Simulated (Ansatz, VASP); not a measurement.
## Pt: VASP beside Ansatz

```xyz
1
Lattice="2.7476 0.0000 0.0000 0.0000 2.7476 0.0000 0.0000 0.0000 2.7476" Properties=species:S:1:pos:R:3 pbc="T T T"
Pt    0.0000    0.0000    0.0000
```

Alike in both runs: task single point; functional BLYP; k mesh 13 × 13 × 13; occupations fermi-dirac, width 0.1 eV; no spin polarisation.

```csv
,VASP,Ansatz
version,VASP 6.6.1,Ansatz 0.2.0
potentials or method,"VASP PAW PBE potentials, release 64 (Pt)","plane waves (420 eV) with PAW, scalar-relativistic"
plane-wave cutoff (eV),520,420
valence electrons in the cell,10,18
```

```tsv
	VASP	Ansatz	Ansatz less VASP
pressure (GPa)	-8.8	-9.4	-0.57
```

The functional is the same, so the differences come from potentials, cutoffs and numerics. The two sets of potentials don't hold the same shells in valence.

Caveats: the PAW data sets were made with another functional, which shifts forces and pressure a little (VASP). Spin-orbit coupling is left out, which matters for the levels of Pt.
